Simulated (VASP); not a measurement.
# InP (F-43m) in VASP: single point with HSE06

Aim: the single point of InP with HSE06.

Program: VASP 6.6.1. These are calculated values, not measurements. Logs are shortened: lines on timing, memory, paths and dates and some standing lists are left out, and cuts for length are marked.

### 1 The crystal as given

Symmetry: F-43m, No. 216, cubic system. Conventional cell: a = 5.908 Å, b = 5.908 Å, c = 5.908 Å, α = 90.00°, β = 90.00°, γ = 90.00°. In (site symmetry -43m) has 4 P at 2.56 Å as nearest neighbours. P (site symmetry -43m) is surrounded by 4 In at 2.56 Å.

The cell was built by a generator and needn't be a form met in nature.

### 2 Single point, HSE06

Contents of POSCAR:

```
InP
1.0
    0.0000000000      2.9537876370      2.9537876370
    2.9537876370      0.0000000000      2.9537876370
    2.9537876370      2.9537876370      0.0000000000
In P
1 1
Direct
    0.0000000000      0.0000000000      0.0000000000
    0.2500000000      0.2500000000      0.2500000000
```

Contents of INCAR.step1:

```
PREC = Accurate ; ENCUT = 520
EDIFF = 1E-5 ; ISMEAR = 0
SIGMA = 0.01 ; LREAL = F
LASPH = T ; NELM = 100
ALGO = Normal ; ISIF = 2
LWAVE = T ; LCHARG = F
NBANDS = 16 ; GGA = PE
```

Contents of INCAR.step2:

```
PREC = Accurate ; ENCUT = 520
EDIFF = 1E-7 ; ISMEAR = 0
SIGMA = 0.01 ; LREAL = F
LASPH = T ; NELM = 100
ALGO = Normal ; ISIF = 2
LWAVE = F ; LCHARG = F
GGA = PE ; LHFCALC = T
HFSCREEN = 0.2079 ; PRECFOCK = Normal
NBANDS = 16 ; ISTART = 1
```

Contents of KPOINTS:

```
regular mesh
0
Gamma
  4 4 4
```

Potentials or basis: VASP PAW PBE potentials, release 64 (In_d, P).

Started as:

```bash
cat potpaw_PBE.64/In_d/POTCAR potpaw_PBE.64/P/POTCAR > POTCAR
cp INCAR.step1 INCAR
mpirun -np 1 vasp_std > vasp.out
cp INCAR.step2 INCAR
mpirun -np 1 vasp_std > vasp.out
```

OUTCAR:

```text
PREC = Accurate
   ENCUT = 520
   EDIFF = 1E-7
   ISMEAR = 0
   LREAL = F
   LASPH = T
   NELM = 100
   ISIF = 2
   GGA = PE
   LHFCALC = T
   HFSCREEN = 0.2079
   PRECFOCK = Normal
   ISTART = 1

 ion  position               nearest neighbor table
   1  0.000  0.000  0.000-   2 2.56   2 2.56   2 2.56   2 2.56
   2  0.250  0.250  0.250-   1 2.56   1 2.56   1 2.56   1 2.56

  LATTYP: Found a face centered cubic cell.
 ALAT       =     5.9075752740

  Lattice vectors:

 A1 = (   0.0000000000,   2.9537876370,   2.9537876370)
 A2 = (   2.9537876370,   0.0000000000,   2.9537876370)
 A3 = (   2.9537876370,   2.9537876370,   0.0000000000)

Analysis of symmetry for initial positions (statically):
=====================================================================
 Subroutine PRICEL returns:
 Original cell was already a primitive cell.

 Routine SETGRP: Setting up the symmetry group for a
 face centered cubic supercell.

 Subroutine GETGRP returns: Found 24 space group operations
 (whereof 24 operations were pure point group operations)
 out of a pool of 48 trial point group operations.

The static configuration has the point symmetry T_d .

Analysis of symmetry for dynamics (positions and initial velocities):
=====================================================================
 Subroutine PRICEL returns:
 Original cell was already a primitive cell.

 Routine SETGRP: Setting up the symmetry group for a
 face centered cubic supercell.

 Subroutine GETGRP returns: Found 24 space group operations
 (whereof 24 operations were pure point group operations)
 out of a pool of 48 trial point group operations.

The dynamic configuration has the point symmetry T_d .

 Subroutine INISYM returns: Found 24 space group operations
 (whereof 24 operations are pure point group operations),
 and found     1 'primitive' translations

----------------------------------------------------------------------------------------

                                     Primitive cell

  volume of cell :      51.5428

  direct lattice vectors                    reciprocal lattice vectors
     0.000000000  2.953787637  2.953787637    -0.169274187  0.169274187  0.169274187
     2.953787637  0.000000000  2.953787637     0.169274187 -0.169274187  0.169274187
     2.953787637  2.953787637  0.000000000     0.169274187  0.169274187 -0.169274187

  length of vectors
     4.177286537  4.177286537  4.177286537     0.293191492  0.293191492  0.293191492

  position of ions in fractional coordinates (direct lattice)
     0.000000000  0.000000000  0.000000000
     0.250000000  0.250000000  0.250000000

  ion indices of the primitive-cell ions
   primitive index   ion index
                 1           1
                 2           2

----------------------------------------------------------------------------------------

 KPOINTS: regular mesh

Automatic generation of k-mesh.
 Grid dimensions read from file:
 generate k-points for:    4    4    4

 Generating k-lattice:

  Cartesian coordinates                     Fractional coordinates (reciprocal lattice)
    -0.042318547  0.042318547  0.042318547     0.250000000  0.000000000  0.000000000
     0.042318547 -0.042318547  0.042318547     0.000000000  0.250000000  0.000000000
     0.042318547  0.042318547 -0.042318547     0.000000000  0.000000000  0.250000000

  Length of vectors
     0.073297873  0.073297873  0.073297873

  Shift w.r.t. Gamma in fractional coordinates (k-lattice)
     0.000000000  0.000000000  0.000000000

 Subroutine IBZKPT returns following result:
 ===========================================

 Found      8 irreducible k-points:

 Following reciprocal coordinates:
            Coordinates               Weight
  0.000000  0.000000  0.000000      1.000000
  0.250000  0.000000  0.000000      8.000000
  0.500000  0.000000  0.000000      4.000000
  0.250000  0.250000  0.000000      6.000000
  0.500000  0.250000  0.000000     24.000000
 -0.250000  0.250000  0.000000     12.000000
  0.500000  0.500000  0.000000      3.000000
 -0.250000  0.500000  0.250000      6.000000
   k-points           NKPTS =      8   k-points in BZ     NKDIM =     64   number of bands    NBANDS=     16
   number of dos      NEDOS =    301   number of ions     NIONS =      2
   total plane-waves  NPLWV =  32768
   dimension x,y,z NGX =    32 NGY =   32 NGZ =   32
   dimension x,y,z NGXF=    64 NGYF=   64 NGZF=   64
   ions per type =               1   1
   NGX,Y,Z   is equivalent  to a cutoff of  12.74, 12.74, 12.74 a.u.
   NGXF,Y,Z  is equivalent  to a cutoff of  25.47, 25.47, 25.47 a.u.
 SYSTEM =  unknown system
   PREC   = accura    normal or accurate (medium, high low for compatibility)
   ISTART =      1    job   : 0-new  1-cont  2-samecut
   ICHARG =      0    charge: 1-file 2-atom 10-const
   ISPIN  =      1    spin polarized calculation?
   LNONCOLLINEAR =      F non collinear calculations
   LSORBIT =      F    spin-orbit coupling
   LASPH  =      T    aspherical Exc in radial PAW
   ENCUT  =  520.0 eV  38.22 Ry    6.18 a.u.   7.77  7.77  7.77*2*pi/ulx,y,z
   NELM   =    100;   NELMIN=  2; NELMDL=  0     # of ELM steps
   EDIFF  = 0.1E-06   stopping-criterion for ELM
   LREAL  =      F    real-space projection
   EDIFFG = 0.1E-05   stopping-criterion for IOM
   NSW    =      0    number of steps for IOM
   IBRION =     -1    ionic relax: 0-MD 1-quasi-New 2-CG
   NFREE  =      0    steps in history (QN), initial steepest desc. (CG)
   ISIF   =      2    stress and relaxation
   ISYM   =      3    0-nonsym 1-usesym 2-fastsym
   POTIM  = 0.5000    time-step for ionic-motion
   TEBEG  =    0.0;   TEEND  =   0.0 temperature during run
   PSTRESS=    0.0 pullay stress
   NELECT =      18.0000    total number of electrons
   NUPDOWN=      -1.0000    fix difference up-down
   EMIN   =  10.00;   EMAX   =-10.00  energy-range for DOS
   EFERMI =   0.00;   METHOD = LEGACY
   ISMEAR =     0;   SIGMA  =   0.01  broadening in eV -4-tet -1-fermi 0-gaus
   EFERMI_NEDOS =   21; number of points for ismear=-14 and -15
   IALGO  =     38    algorithm
   IMIX   =      1    mixing-type and parameters
     AMIX     =   0.40;   BMIX     =  1.00
     AMIX_MAG =   1.60;   BMIX_MAG =  1.00
  volume/ion in A,a.u.               =      25.77       173.91
  Fermi-wavevector in a.u.,A,eV,Ry     =   1.152860  2.178589 18.083301  1.329085
  Thomas-Fermi vector in A             =   2.289508
   LORBIT       =      0    0 simple, 1 ext, 2 COOP (PROOUT), +10 PAW based schemes
   GGA     = PE    functional components
   LHFCALC =     T    Hartree Fock is set to
   PRECFOCK=normal    Normal, Fast or Accurate (Low or Medium for compatibility)
   ENCUT4O =  -1.0   cutoff for four orbital integrals eV
   NKREDX  =     1    reduce k-point grid by
   NKREDY  =     1    reduce k-point grid by
   NKREDZ  =     1    reduce k-point grid by
   AEXX    =    0.2500 exact exchange contribution
   HFSCREEN=    0.2079 screening length (either q_TF or 0.3 A-1)
   HFSCREENC=   0.2079 screening length for correlation (either q_TF or 0.3 A-1)
   ENCUTFOCK=  -1.0 apply spherical cutoff to Coloumb kernel
   IVDW    =     0    specifies the selected vdW correction
   LEPSILON=     F    determine dielectric tensor
   LRPA    =     F    only Hartree local field effects (RPA)
 non-spin polarized calculation
 Gauss-broadening in eV      SIGMA  =   0.01
  energy-cutoff  :      520.00
  volume of cell :       51.54
 maximum number of plane-waves:      1411
  NGX = 24; NGY = 24; NGZ = 24

 number of electron      18.0000009 magnetization

 Free energy of the ion-electron system (eV)
  ---------------------------------------------------
  ext. energy  EPLUGINS =         0.00000000
  ---------------------------------------------------
  free energy    TOTEN  =        -9.90117439 eV

  energy without entropy =       -9.90117439  energy(sigma->0) =       -9.90117439

 E-fermi :   4.5987     XC(G=0):  -7.6337

 val. band max:        4.5304330564   @ k =   0.0000   0.0000   0.0000
 cond. band min:       5.9192126462   @ k =   0.0000   0.0000   0.0000
 fundamental gap:      1.3887795898
 Fermi energy:         4.5986791941

 k-point     1 :       0.0000    0.0000    0.0000
  band No.  band energies     occupation
      1     -11.3339      2.00000
      2     -11.3339      2.00000
      3     -11.3339      2.00000
      4     -11.1848      2.00000
      5     -11.1848      2.00000
      6      -8.0232      2.00000
[... 8 lines left out ...]
     15      14.9833      0.00000
     16      14.9833      0.00000

 k-point     2 :       0.2500    0.0000    0.0000
  band No.  band energies     occupation
      1     -11.3866      2.00000
      2     -11.3120      2.00000
      3     -11.3120      2.00000
      4     -11.1826      2.00000
      5     -11.1826      2.00000
      6      -7.3149      2.00000
[... 8 lines left out ...]
     15      14.0577      0.00000
     16      14.5376      0.00000

 k-point     3 :       0.5000    0.0000    0.0000
  band No.  band energies     occupation
      1     -11.4360      2.00000
      2     -11.2967      2.00000
      3     -11.2967      2.00000
      4     -11.1734      2.00000
      5     -11.1734      2.00000
      6      -6.2296      2.00000
[... 8 lines left out ...]
     15      16.2992      0.00000
     16      16.2992      0.00000

 k-point     4 :       0.2500    0.2500    0.0000
  band No.  band energies     occupation
      1     -11.4241      2.00000
      2     -11.2862      2.00000
      3     -11.2862      2.00000
      4     -11.2055      2.00000
      5     -11.1693      2.00000
      6      -7.0788      2.00000
[... 8 lines left out ...]
     15      15.5851      0.00000
     16      17.6254      0.00000

 k-point     5 :       0.5000    0.2500    0.0000
  band No.  band energies     occupation
      1     -11.4596      2.00000
      2     -11.2748      2.00000
      3     -11.2643      2.00000
      4     -11.2029      2.00000
      5     -11.1663      2.00000
      6      -5.9532      2.00000
[... 8 lines left out ...]
     15      16.4439      0.00000
     16      17.6511      0.00000

 k-point     6 :      -0.2500    0.2500    0.0000
  band No.  band energies     occupation
      1     -11.4327      2.00000
      2     -11.2896      2.00000
      3     -11.2842      2.00000
      4     -11.1860      2.00000
      5     -11.1804      2.00000
      6      -6.3567      2.00000
[... 8 lines left out ...]
     15      15.9588      0.00000
     16      17.5322      0.00000

 k-point     7 :       0.5000    0.5000    0.0000
  band No.  band energies     occupation
      1     -11.5000      2.00000
      2     -11.2364      2.00000
      3     -11.2364      2.00000
      4     -11.2305      2.00000
      5     -11.1538      2.00000
      6      -5.5424      2.00000
[... 8 lines left out ...]
     15      16.4890      0.00000
     16      17.4559      0.00000

 k-point     8 :      -0.2500    0.5000    0.2500
  band No.  band energies     occupation
      1     -11.4687      2.00000
      2     -11.2767      2.00000
      3     -11.2434      2.00000
      4     -11.2037      2.00000
      5     -11.1716      2.00000
      6      -5.4695      2.00000
[... 8 lines left out ...]
     15      17.0088      0.00000
     16      17.6025      0.00000

------------------------ aborting loop because EDIFF is reached ----------------------------------------

  FORCE on cell =-STRESS in cart. coord.  units (eV):
  Direction    XX          YY          ZZ          XY          YZ          ZX
  --------------------------------------------------------------------------------------
  -------------------------------------------------------------------------------------
  Total       -0.0584593     -0.0584593     -0.0584593      0.0000000      0.0000000      0.0000000
  in kB       -1.8171738     -1.8171738     -1.8171738      0.0000000      0.0000000      0.0000000
  external PRESSURE =      -1.8171738 kB  Pullay stress =       0.0000000 kB

 VOLUME and BASIS-vectors are now :
 -----------------------------------------------------------------------------
  energy-cutoff  :      520.00
  volume of cell :       51.54
      direct lattice vectors                 reciprocal lattice vectors
     0.000000000  2.953787637  2.953787637    -0.169274187  0.169274187  0.169274187
     2.953787637  0.000000000  2.953787637     0.169274187 -0.169274187  0.169274187
     2.953787637  2.953787637  0.000000000     0.169274187  0.169274187 -0.169274187

 POSITION                                       TOTAL-FORCE (eV/Angst)
 -----------------------------------------------------------------------------------
      0.00000      0.00000      0.00000        -0.000000     -0.000000     -0.000000
      1.47689      1.47689      1.47689         0.000000      0.000000      0.000000
 -----------------------------------------------------------------------------------
    total drift:                                0.000089      0.000089      0.000049

  FREE ENERGIE OF THE ION-ELECTRON SYSTEM (eV)
  ---------------------------------------------------
  free  energy   TOTEN  =        -9.9011743855 eV

  energy  without entropy=       -9.9011743855  energy(sigma->0) =       -9.90117439
```

It took 2.3 min on 1 thread of Intel Xeon 6975P-C (Granite Rapids), shared host; peak memory 0.28 GiB.

Results:

| Property | Result |
| --- | --- |
| Free energy | -9.9012 eV |
| Pressure | -0.2 GPa |
| Band gap on the k mesh | 1.39 eV, direct |

Levels at points of the mesh, in eV from the valence-band top:
| k point | band 7 | band 8 | band 9 | band 10 | band 11 | band 12 |
| --- | --- | --- | --- | --- | --- | --- |
| (0.00, 0.00, 0.00) | 0.00 | 0.00 | 0.00 | 1.39 | 4.91 | 4.91 |
| (0.50, 0.00, 0.00) | -6.11 | -1.02 | -1.02 | 2.21 | 5.65 | 5.65 |
| (0.50, 0.50, 0.00) | -6.13 | -2.45 | -2.45 | 2.41 | 3.00 | 10.28 |

Caveat: the k mesh is coarse (spacing up to 0.46 Å⁻¹), so the values aren't converged, least of all with exact exchange; the PAW data sets were made with another functional, which shifts forces and pressure a little; spin-orbit coupling is left out, which moves the levels of the heavy elements.
